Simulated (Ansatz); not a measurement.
Crystal: KTaO3.

```
Ta K O
1.0
     3.98830    0.00000    0.00000
     0.00000    3.98830    0.00000
     0.00000    0.00000    3.98830
Ta K O
1 1 3
Direct
  0.00000 0.00000 0.00000
  0.50000 0.50000 0.50000
  0.00000 0.00000 0.50000
  0.00000 0.50000 0.00000
  0.50000 0.00000 0.00000
```

Base run:

- Program: Ansatz 0.2.0
- Functional: PBEsol
- Potentials or basis: Ansatz PAW
- Cutoff: 420 eV (not typed: the program's choice for these potentials)
- k mesh: 7 × 7 × 7
- Occupations: fermi-dirac, width 0.05 eV
- Spin: no spin polarisation

Its results: band gap on the k mesh 2.19 eV, indirect (least direct gap 2.74 eV); pressure -0.5 GPa.

**Question.** The run is repeated on the same cell with these changes: functional from PBEsol to BLYP. What comes out?

**Answer.** Band gap on the k mesh 2.32 eV, indirect (least direct gap 2.87 eV); pressure 10.2 GPa.

BLYP binds less tightly than PBEsol, so the same cell stands under more pressure.

Caveats: the k mesh misses the band edges, so the gap on the mesh is wider than the one along the path; spin-orbit coupling is left out, which moves the levels of the heavy elements; the PAW data sets come from PBE, with cores solved anew for the run's functional, which leaves a small shift of forces and pressure.
